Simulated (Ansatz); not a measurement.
**Collinear states of FeNi3**

Method: DFT PBE, scalar-relativistic, plane waves, PAW in Ansatz 0.2.0.

```cif
data_structure
_symmetry_space_group_name_H-M 'P 1'
_symmetry_Int_Tables_number 1
_cell_length_a 8.2984
_cell_length_b 8.2984
_cell_length_c 8.2984
_cell_angle_alpha 17.318
_cell_angle_beta 17.318
_cell_angle_gamma 17.318
_cell_volume 44.19
loop_
_atom_site_label
_atom_site_type_symbol
_atom_site_fract_x
_atom_site_fract_y
_atom_site_fract_z
_atom_site_occupancy
Fe1 Fe 0.00000 0.00000 0.00000 1
Ni1 Ni 0.25031 0.25031 0.25031 1
Ni2 Ni 0.50000 0.50000 0.50000 1
Ni3 Ni 0.74969 0.74969 0.74969 1
```

| Property | Result |
| --- | --- |
| plane-wave cutoff | 420 eV |
| Γ-centred k-mesh | 18×18×18 |
| occupation rule | Gaussian smearing, 0.1 eV |
| list of starting moments (μB, in atom order) | 4 2 2 2 |
| check for lower electronic states after the SCF | off |

All runs keep this geometry, which isn't relaxed for the lowest state (largest force there 0.058 eV/Å, pressure 1.0 GPa; forces reach 0.36 eV/Å in another state) and needn't be a stable compound; relaxing each order would shift the differences by some 10 meV/atom, going by the pressures and a bulk modulus of about 150 GPa. Signs run over the atoms with starting moments. The large starts are 5 3.5 3.5 3.5 μB. Site moments are spin moments in atom-centred spheres that scale with the neighbour distance. The states are those that the runs reached from these starts; a lower one can exist.

Question: Starts tried: no spin; ferromagnetic; large parallel starting moments; ferrimagnetic in the cell, signs +-+-; ferrimagnetic in the cell, signs +---. Which state comes out lowest, and what are the moments?

Answer: The lowest state is ferromagnetic, reached from every spin-polarised start, with site moments (μB) Fe +2.55, Ni +0.71 (×2), Ni +0.60.

| start | ends | energy above lowest (meV/atom) | site moments (μB) | gap on mesh (eV) | P (GPa) |
| --- | --- | --- | --- | --- | --- |
| no spin | non-magnetic | 132 | none over 0.05 | metal | -7.3 |
| ferromagnetic | ferromagnetic | 0.00 | Fe +2.55, Ni +0.71 (×2), Ni +0.60 | metal | 1.0 |
| large parallel starting moments | ferromagnetic | 0.00 | Fe +2.55, Ni +0.71 (×2), Ni +0.60 | metal | 1.0 |
| ferrimagnetic in the cell, signs +-+- | ferromagnetic | 0.00 | Fe +2.55, Ni +0.71 (×2), Ni +0.60 | metal | 1.0 |
| ferrimagnetic in the cell, signs +--- | ferromagnetic | 0.00 | Fe +2.55, Ni +0.71 (×2), Ni +0.60 | metal | 1.0 |

Cost: 5 runs of about 24 core-minutes in all, on Arm Neoverse V1 (shared hosts).